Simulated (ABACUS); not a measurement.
**W2C under changes of volume**

One of the cells (12.729 Å³/atom); the others are scaled copies at fixed shape and fractional positions:

```
CELL_PARAMETERS angstrom
3.07005 0.00000 0.00000
-1.53502 2.65874 0.00000
0.00000 0.00000 4.67843
ATOMIC_POSITIONS crystal
W 0.66667 0.33333 0.25367
W 0.33333 0.66667 0.74633
C 0.00000 0.00000 0.00000
```

The cell comes from a database or a generator and needn't be the stable form of this composition.

- Program: ABACUS 3.10.1
- Functional: PBE
- Potentials or basis: PseudoDojo NC SR 0.4.1 PBE standard
- Cutoff: 1116 eV
- Density cutoff: 4463 eV
- Basis: plane waves
- k mesh: 10 × 10 × 6
- Occupations: fermi-dirac, width 0.05 eV
- Spin: no spin polarisation

```tsv
volume (Å³/atom)	energy over the lowest point (meV/atom)	pressure (GPa)	largest force (eV/Å)
11.965	44.94	21.6	0.625
12.220	17.44	13.0	0.419
12.475	2.90	5.3	0.224
12.729	0.00	-1.7	0.044
12.984	7.57	-7.9	0.122
13.238	24.54	-13.5	0.276
13.493	?	?	?
```

Problem. What does the run at 13.493 Å³/atom give?

Solution. Energy over the lowest point 49.95 meV/atom; pressure -18.5 GPa; largest force 0.418 eV/Å.

Worked out: A Birch-Murnaghan fit of order 3 (a polynomial in V^(-2/3)) to the other rows has its minimum at 12.67 Å³/atom with B0 = V·E''(V) = 336 GPa and B' = 4.2 at fixed shape and positions, which overstates the stiffness. It gives 50.10 meV/atom at 13.493 Å³/atom, against the run's 49.95, and -dE/dV = -18.6 GPa, against -18.5.

Energies are extrapolated to zero smearing.

Caveats: there are fewer bands than atomic start orbitals, so a level may be missed at k points of high symmetry.
